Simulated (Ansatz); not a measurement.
# C: band gap under strain

How does strain move the band edges of diamond C, and do the functionals agree on it? States: -2.0 % strain along z alone; -1.0 % strain along z alone; +1.0 % strain along z alone.

Program: Ansatz 0.2.0. PAW datasets, plane waves. The values are computed, spin-unpolarised, and not measurements.

## Step 1: The structure to begin with

The unstrained cell was relaxed with r2SCAN; in each strained cell the atoms were relaxed again with r2SCAN. Names of k-points are those of the unstrained zone, where strain can split equivalent points. First state: -2.0 % strain along z alone.

Space group I4_1/amd (No. 141), tetragonal; a = 2.517 Å, c = 3.489 Å in the conventional setting, 5.53 Å³ an atom. C has 4 C at 1.53 Å.

Structure file:

```cif
data_structure
_symmetry_space_group_name_H-M 'I4_1/amd:1'
_symmetry_Int_Tables_number 141
_cell_length_a 2.5175
_cell_length_b 2.5175
_cell_length_c 3.4890
_cell_angle_alpha 90.000
_cell_angle_beta 90.000
_cell_angle_gamma 90.000
_cell_volume 22.11
loop_
_atom_site_label
_atom_site_type_symbol
_atom_site_symmetry_multiplicity
_atom_site_Wyckoff_symbol
_atom_site_fract_x
_atom_site_fract_y
_atom_site_fract_z
_atom_site_occupancy
C1 C 4 a 0.00000 0.00000 0.00000 1
```

From earlier runs on the unstrained cell: PBE 4.15 eV, r2SCAN 4.41 eV, HSE06 5.30 eV, G0W0 5.47 eV (on its mesh); a = 3.560 Å.

## Step 2: -2.0 % strain along z alone: PBE

File input.yaml:

```yaml
crystal:
  lattice:
    - [0.0, 1.7801241425, 1.7445216597]
    - [1.7801241425, 0.0, 1.7445216597]
    - [1.7801241425, 1.7801241425, 0.0]
  atoms:
    - { symbol: C, position: [0.0, 0.0, 0.0] }
    - { symbol: C, position: [0.25, 0.25, 0.25] }
kpoints:
  mp_grid: { grid: [12, 12, 12] }
  band_path:
    path:
      - [0.0, 0.0, 0.0]
      - [0.5, 0.0, 0.5]
      - [0.625, 0.25, 0.625]
      - [0.375, 0.375, 0.75]
      - [0.5, 0.5, 0.5]
      - [0.5, 0.25, 0.75]
      - [0.367188, 0.367188, 0.0]
    npoints: 1
hamiltonian:
  xc: pbe
scf:
  occupations: { method: fermi_dirac, width: 0.02 }
  n_extra_bands: 4
output:
  forces: true
  stress: true
  eigenvalues: true
```

The run is started by

```sh
> ansatz run input.yaml --threads 2 --pin off --max-ram 29491MiB --backend cpu --events-out ev --progress --plain --runs-dir out
```

After this run come: -2.0 % strain along z alone: r2SCAN; -2.0 % strain along z alone: HSE06; -2.0 % strain along z alone: r2SCAN; -2.0 % strain along z alone: G0W0@PBE; -1.0 % strain along z alone: PBE; -1.0 % strain along z alone: r2SCAN; -1.0 % strain along z alone: HSE06; -1.0 % strain along z alone: r2SCAN; -1.0 % strain along z alone: G0W0@PBE; +1.0 % strain along z alone: PBE; +1.0 % strain along z alone: r2SCAN; +1.0 % strain along z alone: HSE06; +1.0 % strain along z alone: r2SCAN; +1.0 % strain along z alone: G0W0@PBE.

Q: Predict the outcome of this session.

As calculated:

Least gap in eV (negative: overlap), with the change from the unstrained cell in brackets. G0W0 is on its own coarse mesh.

```
                      state  volume change (%)           PBE        r2SCAN         HSE06          G0W0
-2.0 % strain along z alone               -2.0  3.67 (-0.48)  3.90 (-0.51)  4.80 (-0.50)  4.99 (-0.48)
-1.0 % strain along z alone               -1.0  3.91 (-0.24)  4.15 (-0.26)  5.05 (-0.25)  5.23 (-0.24)
+1.0 % strain along z alone               +1.0  4.00 (-0.15)  4.25 (-0.16)  5.14 (-0.16)  5.31 (-0.16)
```

What this shows: With HSE06, of the states in the table -2.0 % strain along z alone shifts the gap most, by -0.501 eV. PBE and HSE06 differ by 1.15 eV on the unstrained gap, and by at most 0.02 eV on its change: PBE follows the response to strain far better than the gap itself. The G0W0 figures hold for the stated bands, cutoff and mesh and aren't extrapolated.
